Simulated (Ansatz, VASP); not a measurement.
One calculation of RbBr, two programs

```
CELL_PARAMETERS angstrom
4.04006 0.00000 0.00000
0.00000 4.04006 0.00000
0.00000 0.00000 4.04006
ATOMIC_POSITIONS crystal
Rb 0.00000 0.00000 0.00000
Br 0.50000 0.50000 0.50000
```

Alike in both runs: task single point; functional r2SCAN; k mesh 6 × 6 × 6; no spin polarisation.

|  | VASP | Ansatz |
| --- | --- | --- |
| version | VASP 6.6.1 | Ansatz 0.2.0 |
| potentials or method | VASP PAW PBE potentials, release 64 (Rb_sv, Br) | plane waves, PAW |
| plane-wave cutoff (eV) | 520 | 500 |
| occupations | gaussian, width 0.01 eV | fixed |
| valence electrons in the cell | 16 | 16 |

|  | VASP | Ansatz | Ansatz less VASP |
| --- | --- | --- | --- |
| gap on the k mesh at the Fermi level (eV) | 5.09 | 5.08 | -0.003 |
| pressure (GPa) | 1.3 | 1.3 | -0.03 |

Caveats: the PAW data sets were made with another functional, which shifts forces and pressure a little (VASP). A k mesh can miss the band edges. r2SCAN opens gaps a little over a GGA but as a rule still falls short of measured ones.
